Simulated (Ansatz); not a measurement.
# Te: from a trial structure to a relaxed crystal

All numbers below come from Ansatz 0.2.0, DFT PBE, scalar-relativistic, plane waves, PAW. Cutoff 420 eV, Γ-centred k mesh, Gaussian smearing, no spin polarisation in the final step.

This is the end of a relaxation of cell and atoms.

```xyz
8
Lattice="6.1395 0.0000 0.0000 0.0000 6.1395 0.0000 0.0000 0.0000 6.1395" Properties=species:S:1:pos:R:3 pbc="T T T"
Te    3.0698    3.0698    3.0698
Te    0.0000    0.0000    0.0000
Te    1.5349    0.0000    3.0698
Te    3.0698    1.5349    0.0000
Te    3.0698    4.6046    0.0000
Te    4.6046    0.0000    3.0698
Te    0.0000    3.0698    4.6046
Te    0.0000    3.0698    1.5349
```

Energies count from the standard state of Te at the same level.

(1) What space group does it have?

(2) How far above the standard state of Te does it lie?

(3) Is it a metal?

Results:

(1) Pm-3n (No. 223). Conventional cell: a = 6.140 Å. Te on Wyckoff site a (2 atoms of the primitive cell) is coordinated by 12 Te at 3.43 Å; Te on Wyckoff site c (6 atoms of the primitive cell) has 2 Te at 3.07 Å, 4 Te at 3.43 Å and 8 Te at 3.76 Å.

(2) 0.47 eV/atom.

(3) Yes, bands cross the Fermi level on the 6×6×6 mesh.

The final run used a 6×6×6 mesh on its 8-atom cell and 0.10 eV smearing. For metals, differences of a few meV/atom aren't resolved. Spin–orbit coupling is left out. The cell came from a trial start, so Te may not exist in this structure.